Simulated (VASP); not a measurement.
AgCl (strained database structure), PBE single-point calculation: VASP's output and Ansatz's

POSCAR

```
Ag Cl
 1.0000000000000000
     3.7267174228000002    0.0000000000000000    0.2058404307000000
     0.0000000000000000    3.7310661418000000    0.0000000000000000
    -0.2597701219000000    0.0000000000000000    5.8862459206000004
 Ag  Cl
   2   2
Cartesian
  0.8669405078371345  0.9327665354499999  1.5230516307731965
  2.6000067930628652  2.7982996063500001  4.5690347205268047
  2.7302369146492595  2.7982996063500001  1.6259287504577968
  0.7367103862507405  0.9327665354499999  4.4661576008422035
```

VASP ran with the recommended PBE PAW datasets (36 valence electrons in the cell).

From OUTCAR

```
k-points           NKPTS =     80   k-points in BZ     NKDIM =     80   number of bands    NBANDS=     26

   NELECT =      36.0000    total number of electrons

   dimension x,y,z NGX =    28 NGY =   28 NGZ =   48
   dimension x,y,z NGXF=    56 NGYF=   56 NGZF=   96

  energy-cutoff  :      520.00
  volume of cell :       82.05
      direct lattice vectors                 reciprocal lattice vectors
     3.726717423  0.000000000  0.205840431     0.267680174  0.000000000  0.011813185
     0.000000000  3.731066142  0.000000000     0.000000000  0.268019907  0.000000000
    -0.259770122  0.000000000  5.886245921    -0.009360703  0.000000000  0.169474463

 k-points in reciprocal lattice and weights: KPOINTS created by Atomic Simulation Env
   0.00000000  0.00000000  0.00000000       0.005
   0.16666667  0.00000000  0.00000000       0.009
   0.33333333  0.00000000  0.00000000       0.009
   0.50000000  0.00000000  0.00000000       0.005
   0.00000000  0.16666667  0.00000000       0.009
   0.16666667  0.16666667  0.00000000       0.019
   0.33333333  0.16666667  0.00000000       0.019
   0.50000000  0.16666667  0.00000000       0.009
   ...

 E-fermi :   5.0494

 k-point     1 :       0.0000    0.0000    0.0000
  band No.  band energies     occupation
      1     -11.1500      2.00000
      2     -10.7406      2.00000
      3      -0.2281      2.00000
      4       1.1510      2.00000
      5       1.1533      2.00000
      6       1.2237      2.00000
      7       1.4833      2.00000
      8       1.6980      2.00000
      9       1.7020      2.00000
     10       1.7056      2.00000
     11       1.7194      2.00000
     12       1.7801      2.00000
     13       1.7802      2.00000
     14       1.8292      2.00000
     15       1.9863      2.00000
     16       2.2078      2.00000
     17       2.2084      2.00000
     18       2.3128      2.00000
     19       5.3202      0.00000
     20       6.8133      0.00000
     21      12.3540      0.00000
     22      12.7929      0.00000
     23      15.0245      0.00000
     24      15.3583      0.00000
     25      15.3655      0.00000
     26      16.3420      0.00000

 k-point     2 :       0.1667    0.0000    0.0000
  band No.  band energies     occupation
      1     -11.0574      2.00000
      2     -10.6946      2.00000
      3      -0.1734      2.00000
      4       0.1520      2.00000
      5       0.4454      2.00000
      6       0.5121      2.00000
      7       0.6403      2.00000
      8       1.2969      2.00000
      9       1.6494      2.00000
     10       1.7009      2.00000
     11       1.8180      2.00000
     12       2.1309      2.00000
     13       2.1898      2.00000
     14       2.3135      2.00000
     15       2.4055      2.00000
     16       2.5184      2.00000
     17       2.8009      2.00000
     18       2.9988      2.00000
     19       6.2922      0.00000
     20       7.5601      0.00000
     21      12.0368      0.00000
     22      12.4286      0.00000
     23      13.4389      0.00000
     24      14.3766      0.00000
     25      15.4661      0.00000
     26      15.5651      0.00000

 k-point     3 :       0.3333    0.0000    0.0000
  band No.  band energies     occupation
      1     -10.8404      2.00000
      2     -10.6204      2.00000
      3      -0.8551      2.00000
      4      -0.6536      2.00000
      5      -0.1483      2.00000
      6      -0.0560      2.00000
      7       0.0005      2.00000
      8       0.7552      2.00000
      9       1.9161      2.00000
     10       1.9270      2.00000
     11       1.9703      2.00000
     12       2.1315      2.00000
     13       2.4074      2.00000
     14       2.5654      2.00000
     15       2.6296      2.00000
     16       2.7353      2.00000
     17       4.0370      2.00000
     18       4.2115      2.00000
     19       8.0287      0.00000
     20       9.0823      0.00000
     21      11.2104      0.00000
     22      11.4720      0.00000
     23      11.8693      0.00000
     24      12.5133      0.00000
     25      13.8632      0.00000
     26      13.8913      0.00000

 ...

  Total        3.2786662      3.2850323      0.9505766      0.0000000      0.0000000      0.1051083
  in kB       64.0254497     64.1497668     18.5627612      0.0000000      0.0000000      2.0525433
  external PRESSURE =      48.9126593 kB  Pullay stress =       0.0000000 kB

 POSITION                                       TOTAL-FORCE (eV/Angst)
 -----------------------------------------------------------------------------------
      0.86694      0.93277      1.52305        -0.000195      0.000000     -0.000010
      2.60001      2.79830      4.56903         0.000195     -0.000000      0.000010
      2.73024      2.79830      1.62593         0.000138     -0.000000      0.000045
      0.73671      0.93277      4.46616        -0.000138      0.000000     -0.000045
 -----------------------------------------------------------------------------------
    total drift:                                0.000000      0.000000     -0.000000

  FREE ENERGIE OF THE ION-ELECTRON SYSTEM (eV)
  ---------------------------------------------------
  free  energy   TOTEN  =       -10.6541449255 eV

  energy  without entropy=      -10.6541449177  energy(sigma->0) =      -10.65414492
```

Datasets and cutoffs are each program's own. VASP's cell holds 36 valence electrons and Ansatz's 52. Ansatz's stress includes a Pulay correction; VASP's doesn't.

Q: What does Ansatz give for the same cell and level of theory?

A: gap between bands v and c 0.60 eV; least direct gap 3.01 eV; pressure 5.0 GPa.

Ansatz printed

```
SCF 1 converged in 6 iterations: F = -17341.644441 eV  dr2 = 1.74e-8
  greatest PAW one-centre occupation: 1.000 electrons in one spin orbital (limit 2), on the Ag atom at site 1 (counted from 0), in its partial waves of l = 0
NSCF: frozen V_eff on 9 k-points
SCF converged after 6 iterations
Free energy (F): -17341.644441 eV
Harris-Foulkes:  -17341.644441 eV  (|F-HF|=4.33e-9)
Internal energy: -17341.644441 eV  (E = F + TS)
E sigma→0 (E₀):  -17341.644441 eV
Fermi energy:    9.504325 eV
--- Per-component energies (eV) ---
  E_band       = -691.908347
  E_kinetic    = 1381.121931
  E_local      = -6334.064155  (includes V_loc(G=0)·N_el)
  E_nonlocal   = 224.976425
  E_hartree    = 2786.721841
  E_xc         = -581.367391
  E_vxc        = -710.301814  (∫ρ·V_xc dr)
  E_paw        = -9129.415214  (= ΣΔE_a)
  E_vpaw       = -827.088670  (= ΣTr[D̂ρ^β])
  E_aug_tail   = 0.000799  (compensation charges beyond the density's cutoff)
  E_ewald      = -5689.618678
  E_smearing   = -0.000000  (= −TS)
  E_closure    = 0.000000  (closes the sum)
  Σ components = -17341.644441   (vs F -17341.644441, Δ=0.00e0)
--- Forces (eV/Å), atoms counted from 1 ---
  atom   1  Ag    -0.00020177     0.00000000    -0.00001106
  atom   2  Ag     0.00020177    -0.00000000     0.00001106
  atom   3  Cl     0.00013866     0.00000000     0.00004490
  atom   4  Cl    -0.00013866    -0.00000000    -0.00004490
  max |Σ_I F_I| component: 0.00e0 eV/Å
--- Stress (GPa, compression-positive) ---
        6.581569       0.000000       0.209796
        0.000000       6.594353       0.000000
        0.209796       0.000000       1.951536
  P = ⅓ Tr σ = 5.0425 GPa (50.425 kbar)
--- Band table (eV; the first three rows and the last of 80) ---
  k-point 0: bands = ["-81.0863", "-81.0862", "-44.6280", "-44.6255", "-44.6225", "-44.6223", "-44.6216", "-44.6214", "-6.6932", "-6.2839", "4.2324", "5.6098", "5.6122", "5.6744", "5.9336", "6.1554", "6.1569", "6.1609", "6.1727", "6.2326", "6.2327", "6.2788", "6.4472", "6.6600", "6.6605", "6.7656", "9.7766", "11.2610", "16.8142", "17.1688", "19.3092"]
  k-point 1: bands = ["-81.0863", "-81.0862", "-44.6279", "-44.6257", "-44.6225", "-44.6223", "-44.6217", "-44.6215", "-6.6644", "-6.3095", "4.2085", "5.5645", "5.6103", "5.6127", "5.6915", "5.9152", "5.9804", "5.9809", "6.1638", "6.2705", "6.4109", "6.4123", "6.6751", "6.6757", "6.8787", "6.8887", "10.1235", "11.4154", "16.4736", "17.2370", "18.7471"]
  k-point 2: bands = ["-81.0863", "-81.0862", "-44.6274", "-44.6261", "-44.6223", "-44.6221", "-44.6219", "-44.6217", "-6.5864", "-6.3810", "4.2327", "4.9050", "5.6263", "5.6288", "5.7384", "5.8034", "5.8060", "5.8687", "6.1862", "6.2478", "6.5798", "6.5810", "6.6965", "6.6972", "7.0885", "7.1601", "10.9663", "11.7613", "15.7913", "16.8584", "17.4449"]
  k-point 79: bands = ["-81.0861", "-81.0861", "-44.6267", "-44.6267", "-44.6251", "-44.6251", "-44.6246", "-44.6246", "-6.1268", "-6.1268", "4.4267", "4.4267", "4.4269", "4.4269", "4.8989", "4.8989", "6.4075", "6.4075", "6.4081", "6.4081", "6.7236", "6.7236", "6.8023", "6.8023", "7.2624", "7.2624", "12.3662", "12.3662", "16.3703", "16.3703", "16.9443"]
```
